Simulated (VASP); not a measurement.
Write the native input for VASP 6.6.1 that does the following.

```
Task                   : single point
Functional             : PBEsol
Potentials or basis    : VASP PAW PBE potentials, release 64 (N, B)
Cutoff                 : 520 eV
k mesh                 : 12 × 12 × 6
Occupations            : fermi-dirac, width 0.05 eV
Spin                   : no spin polarisation
Ladder                 : free
Further INCAR settings : ALGO = Normal; EDIFF = 1e-07; NBANDS = 16
```

The structure of BN lies in POSCAR:

```
BN
1.0
    2.5539396017      0.0000000000      0.0000000000
   -1.2769698009      2.2117765748      0.0000000000
    0.0000000000      0.0000000000      4.2268550000
N B
2 2
Direct
    0.3333333333      0.6666666667      0.1252760000
    0.6666666667      0.3333333333      0.6252760000
    0.3333333333      0.6666666667      0.4997240000
    0.6666666667      0.3333333333      0.9997240000
```

Measurements of this composition are mostly on another form, of space group No. 194.

The input as run:

INCAR

```
ALGO = Normal ; EDIFF = 1E-7
ENCUT = 520 ; GGA = PS
ISIF = 2 ; ISMEAR = -1
LASPH = True ; LCHARG = False
LREAL = False ; LWAVE = False
NBANDS = 16 ; NELM = 60
PREC = Accurate ; SIGMA = 0.05
```

KPOINTS

```
k-points
0
Gamma
  12 12 6
```

Potentials or basis: VASP PAW PBE potentials, release 64 (N, B).

Run with:

```sh
$ cat potpaw_PBE.64/N/POTCAR potpaw_PBE.64/B/POTCAR > POTCAR
$ mpirun -np 1 vasp_std > vasp.out
```

Results of the run:

The pressure is -5.4 GPa and the largest force is 0.010 eV/Å. The band gap on the k mesh is 4.97 eV, indirect (least direct gap 8.15 eV).

Caveat: the PAW data sets were made with another functional, which shifts forces and pressure a little.

It took 9.9 s on 1 thread of Intel(R) Xeon(R) 6975P-C (Granite Rapids), on a shared host, peak memory 0.14 GiB.
